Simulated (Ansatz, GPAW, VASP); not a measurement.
P: 3 runs at one level of theory

```xyz
4
Lattice="1.6477 -5.4650 0.0000 1.6477 5.4650 0.0000 0.0000 0.0000 4.5436" Properties=species:S:1:pos:R:3 pbc="T T T"
P     1.6477   -4.4173    2.6754
P     1.6477    4.4173    1.8683
P     1.6477   -1.0477    0.4035
P     1.6477    1.0477    4.1401
```

Alike in all runs: task single point; functional PBE; k mesh 8 × 8 × 6; occupations gaussian, width 0.1 eV; no spin polarisation; no spin-orbit coupling. Pressure is positive in compression and, in plane waves, holds the error of the finite cutoff, which Ansatz's Pulay term estimates and takes out.

```csv
program and potentials,plane-wave cutoff (eV),notes,band gap (eV),pressure (GPa),largest force (eV/Å)
"Ansatz, Ansatz PAW",420,-,0.10,2.01,0.338
"VASP, PBE PAW files P_GW, 550 eV",550,-,0.10,2.05,0.347
"GPAW, GPAW PAW data sets (gpaw-data 1.2.1)",600,-,0.10,2.30,0.381
```

Force on atom 3 (P), eV/Å:

```json
{"program and potentials": "Ansatz, Ansatz PAW", "x": "0.000", "y": "-0.170", "z": "-0.292"}
{"program and potentials": "VASP, PBE PAW files P_GW, 550 eV", "x": "0.000", "y": "-0.176", "z": "-0.299"}
{"program and potentials": "GPAW, GPAW PAW data sets (gpaw-data 1.2.1)", "x": "0.000", "y": "-0.198", "z": "-0.325"}
```

All agree on the band gap. The pressure spans 2.01 (Ansatz, Ansatz PAW) to 2.30 GPa (GPAW, GPAW PAW data sets (gpaw-data 1.2.1)).

Differences between rows come from potentials, basis sets and numerical settings, since the functional is the same but for its coding. Runs on potential files found faulty are left out.
